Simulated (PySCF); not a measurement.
C3H4N2.
Atom-mapped SMILES: `[cH:1]1[cH:2][n:3][nH:4][cH:5]1` (hydrogens: H6 on C1; H7 on C2; H8 on N4; H9 on C5)

The calculation used PySCF 2.14.0, PBE0-D3(BJ)/def2-TZVP geometry optimisation, gas phase.

Question: What internal coordinates does the optimisation give?

Answer: 
```
 bond  length (Å)
C1–C2       1.406
C2–N3       1.324
N3–N4       1.332
N4–C5       1.348
C1–C5       1.374
C1–H6       1.077
C2–H7       1.080
N4–H8       1.004
C5–H9       1.078
```

A selection of angles:
```
   angle  degrees
C2–C1–C5    104.4
C2–C1–H6    128.4
C5–C1–H6    127.2
C1–C2–N3    111.7
C1–C2–H7    128.6
N3–C2–H7    119.6
C2–N3–N4    104.4
N3–N4–C5    113.4
N3–N4–H8    119.1
C5–N4–H8    127.6
N4–C5–H9    122.0
C1–C5–N4    106.1
C1–C5–H9    131.9
```

The C–C distances run from 1.374 Å (C1–C5, aromatic) to 1.406 Å (C1–C2, aromatic), a spread of 0.032 Å. N4 (pyrrole-type nitrogen) is planar (angles 127.6°, 119.1° and 113.4°, sum 360.0°, 0.00 Å off the plane of its three neighbours). The 5-membered ring C1–C2–N3–N4–C5 has internal angles of 104.4° to 113.4°; it is planar, 0.00 Å rms from its mean plane, widest ring torsion 0°. The 2 C–N bonds span 1.324 Å (C2–N3, aromatic) to 1.348 Å (N4–C5, aromatic), a spread of 0.024 Å. The 5 heavy atoms lie in one plane (0.000 Å rms).

Point group: Cs (tolerance 0.08 Å). Stationary, but not proved a minimum.

Hardware: an Arm Neoverse V1 with one thread, no GPU, on a shared host. Cost: 2.1 min, 0.78 GiB resident at most. That covers the optimisation of the geometry.
